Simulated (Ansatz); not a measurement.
An input for Ansatz 0.2.0 (Cd):

File run.py:

```python
import json

import ase.io
import numpy as np
from ase.calculators.calculator import CalculationFailed, Calculator
from ase.stress import full_3x3_to_voigt_6_stress
from ase.units import GPa

import ansatz as az

class AnsatzCalculator(Calculator):
    implemented_properties = ["energy", "free_energy", "forces", "stress", "magmom"]

    def calculate(self, atoms, properties, system_changes):
        super().calculate(atoms, properties, system_changes)
        structure = atoms.copy()
        structure.set_constraint()
        structure.set_momenta(None)
        structure.set_masses(None)
        outcome = (
            az.Crystal.from_ase(structure)
            .calculation()
            .basis(xc_grid=2)
            .kpoints(0, 10, 10)
            .functional("pbesol", dispersion="d4")
            .pseudopotentials(kind="paw")
            .scf(tolerance=2e-10)
            .occupations(method="fermi_dirac", width=0.05)
            .forces()
            .stress()
            .run(threads=2)
        )
        if not outcome.report["converged"]:
            raise CalculationFailed("SCF not converged")
        report = outcome.report
        self.results = {
            "free_energy": report["lagrangian_ev"],
            "energy": report["lagrangian_ev"],
            "forces": np.array(report["forces_ev_ang"]),
            "stress": -GPa * full_3x3_to_voigt_6_stress(report["stress_gpa"]),
            "magmom": report["magnetization_mub"],
        }

np.set_printoptions(precision=5, suppress=True, linewidth=110)
atoms = ase.io.read("Cd.xyz")
atoms.calc = AnsatzCalculator()
print(f"free energy {atoms.get_potential_energy():.6f} eV")
print("forces (eV/A)", atoms.get_forces(), sep="\n")
print("stress (GPa, Voigt, tension positive)", atoms.get_stress() / GPa, sep="\n")
print(f"moment {atoms.get_magnetic_moment():.4f} muB")
```

Contents of Cd.xyz:

```xyz
1
Lattice="1.6080291515 0.9283960635 2.4492874100 -1.6080291515 0.9283960635 2.4492874100 0.0000000000 -1.8567921270 2.4492874100" Properties=species:S:1:pos:R:3 pbc="T T T"
Cd     0.0000000000      0.0000000000      0.0000000000
```

Potentials or basis: Ansatz PAW.

The run is started by

```console
$ python run.py
```

Problem. How does this run end?

Solution. The run stopped without a result. It printed:

Output:

```text
Traceback (most recent call last):
  File "run.py", line 49, in <module>
  File "run.py", line 32, in calculate
  [frames inside libraries left out]
ansatz.RefusalError: invalid value for `kpoints.mp_grid.grid`: each dimension must be in 1..=255
```
